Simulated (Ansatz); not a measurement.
# Se (P3_121) in Ansatz: band structure with PBEsol

Aim: the band structure of Se with PBEsol.

Program: Ansatz 0.2.0. These are calculated values, not measurements. Logs are shortened: lines on timing, memory, paths and dates and some standing lists are left out, and cuts for length are marked.

### 1 The structure

The structure is trigonal, space group P3_121 (No. 152). The conventional cell has a = 4.366 Å, b = 4.366 Å, c = 4.954 Å, α = 90.00°, β = 90.00°, γ = 120.00°. Around Se (site symmetry 2) lie 2 Se at 2.37 Å.

### 2 Band structure, PBEsol

Input file input.yaml:

```yaml
crystal:
  lattice:
    - [4.3662, 0.0, 0.0]
    - [-2.1831, 3.781240118, 0.0]
    - [0.0, 0.0, 4.9536]
  atoms:
    - { symbol: Se, position: [0.7746, 0.7746, 0.0] }
    - { symbol: Se, position: [0.0, 0.2254, 0.6666666667] }
    - { symbol: Se, position: [0.2254, 0.0, 0.3333333333] }
hamiltonian:
  xc: pbesol
  pseudopotentials: { kind: paw }
kpoints:
  mp_grid: { grid: [7, 7, 6] }
  band_path:
    path:
      - [[0.0, 0.0, 0.0], [0.5, 0.0, 0.0], [0.3333333333, 0.3333333333, 0.0], [0.0, 0.0, 0.0], [0.0, 0.0, 0.5], [0.5, 0.0, 0.5], [0.3333333333, 0.3333333333, 0.5], [0.0, 0.0, 0.5]]
      - [[0.5, 0.0, 0.5], [0.5, 0.0, 0.0]]
      - [[0.3333333333, 0.3333333333, 0.0], [0.3333333333, 0.3333333333, 0.5]]
    npoints: 14
scf:
  occupations: { method: fermi_dirac, width: 0.05 }
  n_extra_bands: 7
output:
  forces: true
  stress: true
  eigenvalues: true
  fatbands: true
```

Potentials or basis: Ansatz PAW.

On the command line:

```sh
$ ansatz run input.yaml --threads 2 --pin off --max-ram 5632MiB --backend cpu --events-out ev --progress --plain --runs-dir out
```

The program printed:

```text
Warning: RAYON_NUM_THREADS=2 ignored (pool sized by the plan → 2); use --threads N
scf.n_extra_bands = 7 over 24 filled bands (N_el = 48.0): the run solves 31 bands
Engine: ansatz 0.2.0, aarch64-unknown-linux-gnu
Pseudopotentials: kind: paw
Pseudopotential: Se, paw, valence charge 16, recommended cutoff 420 eV (normal), Se.paw.azcp
Functional definition: PBEsol
  exchange = pbesol_x
  correlation = pbesol_c
Crystal: 3 atoms, lattice volume = 81.782 Å³
Basis set: ecut = 420 eV, 1583 PW (Γ), exchange–correlation on 60×60×72 points (8 copies of the dense FFT grid, shifted against one another)
Bands: 31, of which v1, the nominal top of the filled ones, is band 24 counted from 1 (23 counted from 0)
Symmetry: 6 space group operations
Space group: P3121 (ITA 152), of the structure as read, at distance tolerance 4.3e-5 Å
k-points: 40 of 294 (time reversal used)
Non-local potential: Se, projectors of the file, l = 0: 2, l = 1: 2, l = 2: 3, l = 3: 1
PAW form: soft (Blöchl's): semilocal exchange-correlation on the pseudo side does not see the compensation charge
PAW frozen core: Se, regenerated for the run's functional, and the local potential with it (the file was generated under x = pbe(κ = 0.804, μ = 0.2195149727645171), c = pbe(β = 0.06672455060314922))
PAW one-centre angular grid: Se, 590 points (default); XC on 64 Gauss nodes
Initial density: superposition of atomic densities (neutral atoms: chi_scale 0, normalization atom), corrected by the library's trained network
Initial wavefunctions: pseudopotential atomic-orbital guess
Functional: x = pbesol(κ = 0.804, μ = 0.12345679012345678), c = pbesol(β = 0.046)
SCF iter   1: F=—  HF=-16272.549830 eV  |F-HF|=—  |Δ(HF+E_count)|=         —  Δρ=2.18e-3  dr2=2.81e-3  ethr=1.77e-3  ⟨swp⟩=6.2  Hψ=5384  notcnv=0
preconditioner: auto → Resta (q_TF=auto, 2.496 Å⁻¹)  ε∞=3.2  [insulator: Δε(μ)=1.134 eV  Ē_g=11.659 eV  σ=0.050 eV  W_gap=1.00  n_scr=20 (ndim 8)  ℏωp=17.4 eV  f_vac=0.095  D(μ)=0.00/eV (n_scr^D=0)  ε∞_Penn≈3.2]
SCF iter   2: F=—  HF=-16272.549641 eV  |F-HF|=—  |Δ(HF+E_count)|=   1.89e-4  Δρ=1.29e-3  dr2=1.03e-3  ethr=5.85e-6  ⟨swp⟩=2.9  Hψ=2530  notcnv=0  defer=2
SCF iter   3: F=—  HF=-16272.550105 eV  |F-HF|=—  |Δ(HF+E_count)|=   4.64e-4  Δρ=2.24e-4  dr2=6.00e-5  ethr=2.14e-6  ⟨swp⟩=2.0  Hψ=1542  notcnv=0  defer=2
SCF iter   4: F=—  HF=-16272.550153 eV  |F-HF|=—  |Δ(HF+E_count)|=   4.81e-5  Δρ=8.15e-5  dr2=8.21e-6  ethr=1.25e-7  ⟨swp⟩=2.0  Hψ=1427  notcnv=0  defer=2
SCF iter   5: F=—  HF=-16272.550165 eV  |F-HF|=—  |Δ(HF+E_count)|=   1.14e-5  Δρ=2.05e-5  dr2=3.61e-7  ethr=1.71e-8  ⟨swp⟩=2.0  Hψ=1542  notcnv=0  defer=2
SCF iter   6: F=-16272.550165 eV  HF=-16272.550165 eV  |F-HF|=4.13e-8  |Δ(HF+E_count)|=   6.34e-7  Δρ=6.13e-6  dr2=2.81e-8  ethr=2.08e-10  ⟨swp⟩=8.1  Hψ=5950  notcnv=0
SCF 1 converged in 6 iterations: F = -16272.550165 eV  dr2 = 2.81e-8
NSCF: frozen V_eff on 129 k-points
SCF converged after 6 iterations
Free energy (F): -16272.550165 eV
Harris-Foulkes:  -16272.550165 eV  (|F-HF|=4.13e-8)
Internal energy: -16272.550165 eV  (E = F + TS)
E sigma→0 (E₀):  -16272.550165 eV
Entropy (-TS):   -0.000001 eV (-0.000 meV/atom)
Fermi energy:    7.345272 eV
--- Per-component energies (eV) ---
  E_band       = -1233.255854
  E_kinetic    = 351.605272
  E_local      = -7747.480189  (includes V_loc(G=0)·N_el)
  E_nonlocal   = -1774.067524
  E_hartree    = 3789.446702
  E_xc         = -307.994917
  E_vxc        = -291.529203  (∫ρ·V_xc dr)
  E_paw        = -5605.508382  (= ΣΔE_a)
  E_vpaw       = 649.318490  (= ΣTr[D̂ρ^β])
  E_aug_tail   = -0.001824  (compensation charges beyond the density's cutoff)
  E_ewald      = -4981.574654
  E_core_change = 3.025351  (= ΣΔE_core)
  E_smearing   = -0.000001  (= −TS)
  E_closure    = -0.000000  (closes the sum)
  Σ components = -16272.550165   (vs F -16272.550165, Δ=0.00e0)
--- Forces (eV/Å), atoms counted from 1 ---
  atom   1  Se    -0.14368219    -0.24886486    -0.00000000
  atom   2  Se    -0.14368219     0.24886486    -0.00000000
  atom   3  Se     0.28736438    -0.00000000     0.00000000
  max |Σ_I F_I| component: 5.55e-17 eV/Å
--- Stress (GPa, compression-positive) ---
       -0.315933       0.000000      -0.000000
        0.000000      -0.315933      -0.000000
       -0.000000       0.000000       1.136459
  P = ⅓ Tr σ = 0.1682 GPa (1.682 kbar)
--- Band table (eV; the first three rows and the last of 40) ---
  k-point 0: bands = ["-41.5294", "-41.5294", "-41.4917", "-41.4855", "-41.4855", "-41.4376", "-41.3146", "-41.3096", "-41.3096", "-41.2650", "-41.2650", "-41.2617", "-41.2367", "-41.2104", "-41.2104", "-9.0953", "-4.9696", "-4.9696", "2.9189", "2.9189", "2.9863", "4.7155", "4.7155", "6.3690", "8.6176", "8.6176", "8.8936", "12.7376", "13.1336", "13.1336", "15.1118"]
  k-point 1: bands = ["-41.5395", "-41.5176", "-41.4924", "-41.4890", "-41.4801", "-41.4409", "-41.3145", "-41.3112", "-41.3081", "-41.2660", "-41.2639", "-41.2617", "-41.2352", "-41.2145", "-41.2074", "-8.9632", "-6.0714", "-3.9027", "2.5346", "3.0601", "3.1678", "4.7314", "4.9815", "6.1593", "8.3765", "8.4151", "8.6318", "13.3935", "13.4570", "13.5664", "14.1505"]
  k-point 2: bands = ["-41.5462", "-41.5067", "-41.4946", "-41.4911", "-41.4721", "-41.4496", "-41.3141", "-41.3126", "-41.3069", "-41.2667", "-41.2631", "-41.2620", "-41.2310", "-41.2197", "-41.2057", "-8.5717", "-7.0865", "-3.0608", "2.1021", "3.2365", "3.3343", "4.9119", "5.4179", "5.6721", "7.9818", "8.1317", "8.1926", "13.1509", "13.7147", "14.5514", "14.7462"]
  k-point 39: bands = ["-41.5485", "-41.4987", "-41.4987", "-41.4917", "-41.4612", "-41.4612", "-41.3136", "-41.3136", "-41.3063", "-41.2674", "-41.2622", "-41.2622", "-41.2265", "-41.2263", "-41.2036", "-7.5583", "-7.5072", "-3.8442", "0.9967", "1.8234", "1.9190", "5.7379", "6.2973", "6.4672", "7.9542", "9.3604", "9.5677", "13.1562", "14.5119", "15.0632", "15.6383"]
```

It took 28 s on 2 threads of Arm Neoverse N1, shared host; peak memory 0.4 GiB.

Results:

```yaml
Free_energy: -16272.5502 eV
Pressure: 0.2 GPa
Largest_force: 0.287 eV/Å
Band_gap_on_the_k_mesh: 1.14 eV, indirect (least direct gap 1.44 eV)
Band_gap_along_the_path: 0.97 eV, indirect (least direct gap 1.16 eV)
```

Forces on the atoms (eV/Å):
```
Se  -0.144 -0.249  0.000
Se  -0.144  0.249  0.000
Se   0.287  0.000  0.000
```

Levels at the corners of the path, in eV from the valence-band top:
```
point  band 22  band 23  band 24  band 25  band 26  band 27
    Γ    -2.06    -2.06    -0.41     1.84     1.84     2.11
    M    -2.94    -1.80    -1.01     1.87     2.27     4.09
    K    -2.86    -2.72    -1.66     3.02     3.02     3.70
    Γ    -2.06    -2.06    -0.41     1.84     1.84     2.11
    A    -1.57    -1.57    -1.13     1.13     1.13     1.24
    L    -1.96    -1.40     0.00     1.61     2.67     2.93
    H    -1.00    -0.22    -0.22     0.97     2.67     2.67
    A    -1.57    -1.57    -1.13     1.13     1.13     1.24
    L    -1.96    -1.40     0.00     1.61     2.67     2.93
    M    -2.94    -1.80    -1.01     1.87     2.27     4.09
    K    -2.86    -2.72    -1.66     3.02     3.02     3.70
    H    -1.00    -0.22    -0.22     0.97     2.67     2.67
```

Caveat: the k mesh misses the band edges, so the gap on the mesh is wider than the one along the path; the PAW data sets come from PBE, with cores solved anew for the run's functional, which leaves a small shift of forces and pressure. As with any semilocal functional, this PBEsol gap is likely too small.

### 3 The reference run

An earlier run on the cell as given: functional PBEsol; potentials or basis Ansatz PAW; cutoff 420 eV (not typed: the program's choice for these potentials); k mesh 7 × 7 × 6; occupations fermi-dirac, width 0.05 eV; no spin polarisation.

* Pressure: 0.2 GPa
* Largest force: 0.287 eV/Å
* Band gap on the k mesh: 1.14 eV, indirect (least direct gap 1.44 eV)
